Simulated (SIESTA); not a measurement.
ZnS (Wurtzite-4H):

```
Zn S
1.0
     3.82270    0.00000    0.00000
    -1.91135    3.31056    0.00000
     0.00000    0.00000   12.52000
Zn S
4 4
Direct
  0.66667 0.33333 0.75000
  0.33333 0.66667 0.25000
  0.00000 0.00000 0.50000
  0.00000 0.00000 0.00000
  0.66667 0.33333 0.93750
  0.33333 0.66667 0.43750
  0.00000 0.00000 0.68750
  0.00000 0.00000 0.18750
```

Base run:

| Property | Result |
| --- | --- |
| Program | SIESTA 5.4.2 |
| Functional | LDA |
| Potentials or basis | PseudoDojo 0.4 standard (LDA files) |
| Basis | DZP (energy shift 0.003 Ry; two zetas on semicore shells) |
| Grid cutoff | 800 Ry |
| Energy shift | 0.003 Ry |
| k mesh | 8 × 8 × 3 |
| Occupations | fermi-dirac, width 0.05 eV |
| Spin | no spin polarisation |

Its results: band gap on the k mesh 2.27 eV, direct; pressure -4.0 GPa; largest force 0.027 eV/Å.

Question: The run is repeated on the same cell with these changes: functional from LDA to PBEsol; potentials or basis from PseudoDojo 0.4 standard (LDA files) to PseudoDojo 0.4 standard (PBEsol files). What comes out?

Answer: Band gap on the k mesh 2.38 eV, direct; pressure -1.5 GPa; largest force 0.027 eV/Å.

Caveats: short orbitals over semicore shells can move pressures by several GPa; the valence orbitals were made in a potential fitted to the semicore shell under them, which widens gaps by tenths of an eV or more; the basis of atomic orbitals isn't converged, which shifts pressures, moduli and gaps.

Not every run made on this cell is shown here.
